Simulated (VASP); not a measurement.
# CdSe (P6_3mc) in VASP: a series of runs

Runs on CdSe. Level: r2SCAN. Tasks: single point.

Program: VASP 6.6.1. These are calculated values, not measurements. Logs are shortened: lines on timing, memory, paths and dates and some standing lists are left out, and cuts for length are marked.

**What was measured.**

A printed reference work, data compilation reports, for a bulk crystal of CdSe at 2 K: band gap 1.841 eV.

The runs below are set against these values where they give the same quantity.

### 1 The cell of the first run

It takes space group P6_3mc (No. 186, hexagonal). The conventional cell has a = 4.158 Å, b = 4.158 Å, c = 6.787 Å, α = 90.00°, β = 90.00°, γ = 120.00°. Within 3.4 Å of Cd (site symmetry 3m) lie 4 Se at 2.54 to 2.55 Å. Within 3.4 Å of Se (site symmetry 3m) lie 4 Cd at 2.54 to 2.55 Å.

### 2 Single point, r2SCAN (25.40 Å³/atom)

File POSCAR:

```
CdSe
1.0
    4.1576760693      0.0000000000      0.0000000000
   -2.0788380347      3.6006530967      0.0000000000
    0.0000000000      0.0000000000      6.7873871785
Cd Se
2 2
Direct
    0.3333333333      0.6666666667      0.0047568960
    0.6666666667      0.3333333333      0.5047568960
    0.3333333333      0.6666666667      0.3802431040
    0.6666666667      0.3333333333      0.8802431040
```

File INCAR.step1:

```
PREC = Accurate
ENCUT = 520
ISMEAR = 0
SIGMA = 0.02
LREAL = False
LASPH = True
NELM = 60
NBANDS = 26
GGA = PE
ALGO = Normal
EDIFF = 1E-4
LWAVE = True
LCHARG = False
```

File INCAR.step2:

```
PREC = Accurate
ENCUT = 520
EDIFF = 1E-6
ISMEAR = 0
SIGMA = 0.02
LREAL = False
LASPH = True
NELM = 60
ALGO = Normal
ISIF = 2
LWAVE = False
LCHARG = False
METAGGA = R2SCAN
LMIXTAU = True
NBANDS = 26
ISTART = 1
```

File KPOINTS:

```
regular mesh
0
Gamma
  6 6 4
```

Potentials or basis: VASP PAW PBE potentials, release 64 (Cd, Se).

Launch:

```
$ cat potpaw_PBE.64/Cd/POTCAR potpaw_PBE.64/Se/POTCAR > POTCAR
$ cp INCAR.step1 INCAR
$ mpirun -np 1 vasp_std > vasp.out
$ cp INCAR.step2 INCAR
$ mpirun -np 1 vasp_std > vasp.out
```

OUTCAR:

```text
PREC = Accurate
   ENCUT = 520
   EDIFF = 1E-6
   ISMEAR = 0
   LREAL = False
   LASPH = True
   NELM = 60
   ISIF = 2
   METAGGA = R2SCAN
   ISTART = 1

 ion  position               nearest neighbor table
   1  0.333  0.667  0.005-   4 2.54   4 2.54   4 2.54   3 2.55
   2  0.667  0.333  0.505-   3 2.54   3 2.54   3 2.54   4 2.55
   3  0.333  0.667  0.380-   2 2.54   2 2.54   2 2.54   1 2.55
   4  0.667  0.333  0.880-   1 2.54   1 2.54   1 2.54   2 2.55

  LATTYP: Found a hexagonal cell.
 ALAT       =     4.1576760693
 C/A-ratio  =     1.6324954290

  Lattice vectors:

 A1 = (   4.1576760693,   0.0000000000,   0.0000000000)
 A2 = (  -2.0788380347,   3.6006530967,   0.0000000000)
 A3 = (   0.0000000000,   0.0000000000,   6.7873871785)

Analysis of symmetry for initial positions (statically):
=====================================================================
 Subroutine PRICEL returns:
 Original cell was already a primitive cell.

 Routine SETGRP: Setting up the symmetry group for a
 hexagonal supercell.

 Subroutine GETGRP returns: Found 12 space group operations
 (whereof  6 operations were pure point group operations)
 out of a pool of 24 trial point group operations.

The static configuration has the point symmetry C_3v.
 The point group associated with its full space group is C_6v.

Analysis of symmetry for dynamics (positions and initial velocities):
=====================================================================
 Subroutine PRICEL returns:
 Original cell was already a primitive cell.

 Routine SETGRP: Setting up the symmetry group for a
 hexagonal supercell.

 Subroutine GETGRP returns: Found 12 space group operations
 (whereof  6 operations were pure point group operations)
 out of a pool of 24 trial point group operations.

The dynamic configuration has the point symmetry C_3v.
 The point group associated with its full space group is C_6v.

 Subroutine INISYM returns: Found 12 space group operations
 (whereof  6 operations are pure point group operations),
 and found     1 'primitive' translations

----------------------------------------------------------------------------------------

                                     Primitive cell

  volume of cell :     101.6096

  direct lattice vectors                    reciprocal lattice vectors
     4.157676069  0.000000000  0.000000000     0.240518978  0.138863697  0.000000000
    -2.078838035  3.600653097  0.000000000     0.000000000  0.277727394  0.000000000
     0.000000000  0.000000000  6.787387179     0.000000000  0.000000000  0.147332099

  length of vectors
     4.157676069  4.157676069  6.787387179     0.277727394  0.277727394  0.147332099

  position of ions in fractional coordinates (direct lattice)
     0.333333333  0.666666667  0.004756896
     0.666666667  0.333333333  0.504756896
     0.333333333  0.666666667  0.380243104
     0.666666667  0.333333333  0.880243104

  ion indices of the primitive-cell ions
   primitive index   ion index
                 1           1
                 2           2
                 3           3
                 4           4

----------------------------------------------------------------------------------------

 KPOINTS: regular mesh

Automatic generation of k-mesh.
 Grid dimensions read from file:
 generate k-points for:    6    6    4

 Generating k-lattice:

  Cartesian coordinates                     Fractional coordinates (reciprocal lattice)
     0.040086496  0.023143949  0.000000000     0.166666667  0.000000000  0.000000000
     0.000000000  0.046287899  0.000000000     0.000000000  0.166666667  0.000000000
     0.000000000  0.000000000  0.036833025     0.000000000  0.000000000  0.250000000

  Length of vectors
     0.046287899  0.046287899  0.036833025

  Shift w.r.t. Gamma in fractional coordinates (k-lattice)
     0.000000000  0.000000000  0.000000000

 Subroutine IBZKPT returns following result:
 ===========================================

 Found     21 irreducible k-points:

 Following reciprocal coordinates:
            Coordinates               Weight
  0.000000  0.000000  0.000000      1.000000
  0.166667 -0.000000  0.000000      6.000000
  0.333333 -0.000000  0.000000      6.000000
  0.500000  0.000000  0.000000      3.000000
  0.166667  0.166667  0.000000      6.000000
  0.333333  0.166667  0.000000     12.000000
[... 13 lines left out ...]
  0.333333  0.166667  0.500000     12.000000
  0.333333  0.333333  0.500000      2.000000
   k-points           NKPTS =     21   k-points in BZ     NKDIM =     21   number of bands    NBANDS=     26
   number of dos      NEDOS =    301   number of ions     NIONS =      4
   total plane-waves  NPLWV =  51200
   dimension x,y,z NGX =    32 NGY =   32 NGZ =   50
   dimension x,y,z NGXF=    64 NGYF=   64 NGZF=  100
   ions per type =               2   2
   NGX,Y,Z   is equivalent  to a cutoff of  12.80, 12.80, 12.25 a.u.
   NGXF,Y,Z  is equivalent  to a cutoff of  25.59, 25.59, 24.49 a.u.
 SYSTEM =  unknown system
   PREC   = accura    normal or accurate (medium, high low for compatibility)
   ISTART =      1    job   : 0-new  1-cont  2-samecut
   ICHARG =      0    charge: 1-file 2-atom 10-const
   ISPIN  =      1    spin polarized calculation?
   LNONCOLLINEAR =      F non collinear calculations
   LSORBIT =      F    spin-orbit coupling
   LASPH  =      T    aspherical Exc in radial PAW
   ENCUT  =  520.0 eV  38.22 Ry    6.18 a.u.   7.73  7.73 12.62*2*pi/ulx,y,z
   NELM   =     60;   NELMIN=  2; NELMDL=  0     # of ELM steps
   EDIFF  = 0.1E-05   stopping-criterion for ELM
   LREAL  =      F    real-space projection
   EDIFFG = 0.1E-04   stopping-criterion for IOM
   NSW    =      0    number of steps for IOM
   IBRION =     -1    ionic relax: 0-MD 1-quasi-New 2-CG
   NFREE  =      0    steps in history (QN), initial steepest desc. (CG)
   ISIF   =      2    stress and relaxation
   ISYM   =      2    0-nonsym 1-usesym 2-fastsym
   POTIM  = 0.5000    time-step for ionic-motion
   TEBEG  =    0.0;   TEEND  =   0.0 temperature during run
   PSTRESS=    0.0 pullay stress
   NELECT =      36.0000    total number of electrons
   NUPDOWN=      -1.0000    fix difference up-down
   EMIN   =  10.00;   EMAX   =-10.00  energy-range for DOS
   EFERMI =   0.00;   METHOD = LEGACY
   ISMEAR =     0;   SIGMA  =   0.02  broadening in eV -4-tet -1-fermi 0-gaus
   EFERMI_NEDOS =   21; number of points for ismear=-14 and -15
   IALGO  =     38    algorithm
   IMIX   =      4    mixing-type and parameters
     AMIX     =   0.40;   BMIX     =  1.00
     AMIX_MAG =   1.60;   BMIX_MAG =  1.00
  volume/ion in A,a.u.               =      25.40       171.42
  Fermi-wavevector in a.u.,A,eV,Ry     =   1.158415  2.189087 18.258000  1.341925
  Thomas-Fermi vector in A             =   2.295017
   LORBIT       =      0    0 simple, 1 ext, 2 COOP (PROOUT), +10 PAW based schemes
   METAGGA = R2SCAN    functional components
   LHFCALC =     F    Hartree Fock is set to
   AEXX    =    0.0000 exact exchange contribution
   IVDW    =     0    specifies the selected vdW correction
   LEPSILON=     F    determine dielectric tensor
   LRPA    =     F    only Hartree local field effects (RPA)
 non-spin polarized calculation
 Gauss-broadening in eV      SIGMA  =   0.02
  energy-cutoff  :      520.00
  volume of cell :      101.61
 maximum number of plane-waves:      2786
 NGX is ok and might be reduce to    32
   NGX = 15   NGY = 15   NGZ = 25

 number of electron      36.0000008 magnetization

 Free energy of the ion-electron system (eV)
  ---------------------------------------------------
  ext. energy  EPLUGINS =         0.00000000
  ---------------------------------------------------
  free energy    TOTEN  =       -71.46246733 eV

  energy without entropy =      -71.46246733  energy(sigma->0) =      -71.46246733

 E-fermi :   1.6459     XC(G=0):  -9.9223

 val. band max:        1.5271284216   @ k =   0.0000   0.0000   0.0000
 cond. band min:       2.9227859765   @ k =   0.0000   0.0000   0.0000
 fundamental gap:      1.3956575548
 Fermi energy:         1.6458888547

 k-point     1 :       0.0000    0.0000    0.0000
  band No.  band energies     occupation
      1     -12.1610      2.00000
      2     -11.6761      2.00000
      3      -7.0422      2.00000
      4      -7.0315      2.00000
      5      -7.0315      2.00000
      6      -6.9341      2.00000
[... 18 lines left out ...]
     25       9.1966      0.00000
     26      10.0625      0.00000

 k-point     2 :       0.1667   -0.0000    0.0000
  band No.  band energies     occupation
      1     -12.0551      2.00000
      2     -11.6289      2.00000
      3      -7.0072      2.00000
      4      -6.9919      2.00000
      5      -6.9563      2.00000
      6      -6.8823      2.00000
[... 18 lines left out ...]
     25       9.3868      0.00000
     26       9.9356      0.00000

 k-point     3 :       0.3333   -0.0000    0.0000
  band No.  band energies     occupation
      1     -11.8236      2.00000
      2     -11.5493      2.00000
      3      -6.9478      2.00000
      4      -6.9286      2.00000
      5      -6.7942      2.00000
      6      -6.7627      2.00000
[... 18 lines left out ...]
     25       9.9831      0.00000
     26      10.8383      0.00000

 k-point     4 :       0.5000    0.0000    0.0000
  band No.  band energies     occupation
      1     -11.6848      2.00000
      2     -11.5306      2.00000
      3      -6.9294      2.00000
      4      -6.9073      2.00000
      5      -6.7081      2.00000
      6      -6.6907      2.00000
[... 18 lines left out ...]
     25      10.2391      0.00000
     26      12.2131      0.00000

 k-point     5 :       0.1667    0.1667    0.0000
  band No.  band energies     occupation
      1     -11.8853      2.00000
      2     -11.5665      2.00000
      3      -6.9543      2.00000
      4      -6.9453      2.00000
      5      -6.8188      2.00000
      6      -6.8151      2.00000
[... 18 lines left out ...]
     25      10.1623      0.00000
     26      10.2363      0.00000

 k-point     6 :       0.3333    0.1667    0.0000
  band No.  band energies     occupation
      1     -11.6868      2.00000
      2     -11.5310      2.00000
      3      -6.9404      2.00000
      4      -6.8799      2.00000
      5      -6.7338      2.00000
      6      -6.7138      2.00000
[... 340 lines left out ...]
 k-point    18 :       0.5000    0.0000    0.5000
  band No.  band energies     occupation
      1     -11.5973      2.00000
      2     -11.5973      2.00000
      3      -6.8874      2.00000
      4      -6.8874      2.00000
      5      -6.8049      2.00000
      6      -6.8049      2.00000
[... 18 lines left out ...]
     25      10.1946      0.00000
     26      10.1946      0.00000

 k-point    19 :       0.1667    0.1667    0.5000
  band No.  band energies     occupation
      1     -11.7184      2.00000
      2     -11.7184      2.00000
      3      -6.8957      2.00000
      4      -6.8957      2.00000
      5      -6.8649      2.00000
      6      -6.8649      2.00000
[... 18 lines left out ...]
     25       9.7056      0.00000
     26       9.7056      0.00000

 k-point    20 :       0.3333    0.1667    0.5000
  band No.  band energies     occupation
      1     -11.5985      2.00000
      2     -11.5985      2.00000
      3      -6.8631      2.00000
      4      -6.8631      2.00000
      5      -6.8124      2.00000
      6      -6.8124      2.00000
[... 18 lines left out ...]
     25      10.3080      0.00000
     26      10.3080      0.00000

 k-point    21 :       0.3333    0.3333    0.5000
  band No.  band energies     occupation
      1     -11.5597      2.00000
      2     -11.5597      2.00000
      3      -6.8296      2.00000
      4      -6.8296      2.00000
      5      -6.8127      2.00000
      6      -6.8127      2.00000
[... 18 lines left out ...]
     25      10.9674      0.00000
     26      10.9674      0.00000

------------------------ aborting loop because EDIFF is reached ----------------------------------------

  FORCE on cell =-STRESS in cart. coord.  units (eV):
  Direction    XX          YY          ZZ          XY          YZ          ZX
  --------------------------------------------------------------------------------------
  -------------------------------------------------------------------------------------
  Total        5.8462312      5.8462312      5.8791814     -0.0000000     -0.0000000      0.0000000
  in kB       92.1832497     92.1832497     92.7028069     -0.0000000     -0.0000000      0.0000000
  external PRESSURE =      92.3564355 kB  Pullay stress =       0.0000000 kB

 VOLUME and BASIS-vectors are now :
 -----------------------------------------------------------------------------
  energy-cutoff  :      520.00
  volume of cell :      101.61
      direct lattice vectors                 reciprocal lattice vectors
     4.157676069  0.000000000  0.000000000     0.240518978  0.138863697  0.000000000
    -2.078838035  3.600653097  0.000000000     0.000000000  0.277727394  0.000000000
     0.000000000  0.000000000  6.787387179     0.000000000  0.000000000  0.147332099

 POSITION                                       TOTAL-FORCE (eV/Angst)
 -----------------------------------------------------------------------------------
     -0.00000      2.40044      0.03229         0.000000     -0.000000      0.011700
      2.07884      1.20022      3.42598        -0.000000      0.000000      0.011700
     -0.00000      2.40044      2.58086        -0.000000      0.000000     -0.011700
      2.07884      1.20022      5.97455        -0.000000     -0.000000     -0.011700
 -----------------------------------------------------------------------------------
    total drift:                               -0.000000     -0.000000      0.003309

  FREE ENERGIE OF THE ION-ELECTRON SYSTEM (eV)
  ---------------------------------------------------
  free  energy   TOTEN  =       -71.4624673274 eV

  energy  without entropy=      -71.4624673274  energy(sigma->0) =      -71.46246733
```

Run time: 4.7 min. Hardware: 1 thread of Intel Xeon 8259CL, shared host; peak memory 0.25 GiB.

Results:

```yaml
Free_energy: -71.4625 eV
Pressure: 9.2 GPa
Largest_force: 0.012 eV/Å
Band_gap_on_the_k_mesh: 1.40 eV
```

Forces on the atoms (eV/Å):
```
Cd   0.000  0.000  0.012
Cd   0.000  0.000  0.012
Se   0.000  0.000 -0.012
Se   0.000  0.000 -0.012
```

Levels at points of the mesh, in eV from the valence-band top:
```csv
k point,band 14,band 15,band 16,band 17,band 18,band 19,band 20,band 21,band 22,band 23
"(0.00, 0.00, 0.00)",-0.94,-0.94,-0.07,0.00,0.00,1.40,2.79,6.36,6.36,6.66
"(0.50, 0.00, 0.00)",-4.12,-3.20,-2.28,-1.65,-0.93,3.66,3.88,5.03,6.93,7.04
"(0.00, 0.00, 0.50)",-2.92,-0.49,-0.49,-0.49,-0.49,3.04,3.04,6.48,6.48,6.77
"(0.50, 0.00, 0.50)",-4.82,-1.65,-1.65,-1.65,-1.65,3.35,3.35,5.28,5.28,8.55
```

Caveat: the cell stands under pressure; the PAW data sets were made with another functional, which shifts forces and pressure a little.

### 3 Single point, r2SCAN (26.27 Å³/atom)

This run uses another cell than the first one, of 26.27 Å³/atom.

File POSCAR:

```
CdSe
1.0
    4.2043954412      0.0000000000      0.0000000000
   -2.1021977206      3.6411132596      0.0000000000
    0.0000000000      0.0000000000      6.8636563395
Cd Se
2 2
Direct
    0.3333333333      0.6666666667      0.0047568960
    0.6666666667      0.3333333333      0.5047568960
    0.3333333333      0.6666666667      0.3802431040
    0.6666666667      0.3333333333      0.8802431040
```

File INCAR.step1:

```
PREC = Accurate ; ENCUT = 520
ISMEAR = 0 ; SIGMA = 0.02
LREAL = False ; LASPH = True
NELM = 100 ; NBANDS = 26
GGA = PE ; ALGO = Normal
EDIFF = 1E-4 ; LWAVE = True
LCHARG = False
```

File INCAR.step2:

```
PREC = Accurate ; ENCUT = 520
EDIFF = 1E-7 ; ISMEAR = 0
SIGMA = 0.02 ; LREAL = False
LASPH = True ; NELM = 100
ALGO = Normal ; ISIF = 2
LWAVE = False ; LCHARG = False
METAGGA = R2SCAN ; LMIXTAU = True
NBANDS = 26 ; ISTART = 1
```

KPOINTS is that of step 2.

Potentials or basis: VASP PAW PBE potentials, release 64 (Cd, Se).

Launch:

```
$ cat potpaw_PBE.64/Cd/POTCAR potpaw_PBE.64/Se/POTCAR > POTCAR
$ cp INCAR.step1 INCAR
$ mpirun -np 1 vasp_std > vasp.out
$ cp INCAR.step2 INCAR
$ mpirun -np 1 vasp_std > vasp.out
```

It took 6.9 min on 1 thread of Intel Xeon 8259CL, shared host; peak memory 0.26 GiB.

The run converged. Its results:

```yaml
Free_energy: -71.6308 eV
Pressure: 6.4 GPa
Largest_force: 0.007 eV/Å
Band_gap_on_the_k_mesh: 1.32 eV
```

Forces on the atoms (eV/Å):
```
Cd   0.000  0.000  0.007
Cd   0.000  0.000  0.007
Se   0.000  0.000 -0.007
Se   0.000  0.000 -0.007
```

Levels at points of the mesh, in eV from the valence-band top:
| k point | band 15 | band 16 | band 17 | band 18 | band 19 | band 20 | band 21 | band 22 |
| --- | --- | --- | --- | --- | --- | --- | --- | --- |
| (0.00, 0.00, 0.00) | -0.88 | -0.06 | 0.00 | 0.00 | 1.32 | 2.75 | 6.37 | 6.37 |
| (0.50, 0.00, 0.00) | -3.03 | -2.14 | -1.54 | -0.87 | 3.69 | 3.82 | 5.05 | 6.91 |
| (0.00, 0.00, 0.50) | -0.46 | -0.46 | -0.46 | -0.46 | 2.98 | 2.98 | 6.42 | 6.42 |
| (0.50, 0.00, 0.50) | -1.56 | -1.56 | -1.56 | -1.56 | 3.36 | 3.36 | 5.29 | 5.29 |

Caveat: the cell stands under pressure; the PAW data sets were made with another functional, which shifts forces and pressure a little.

(Continued in part 2 of 2.)
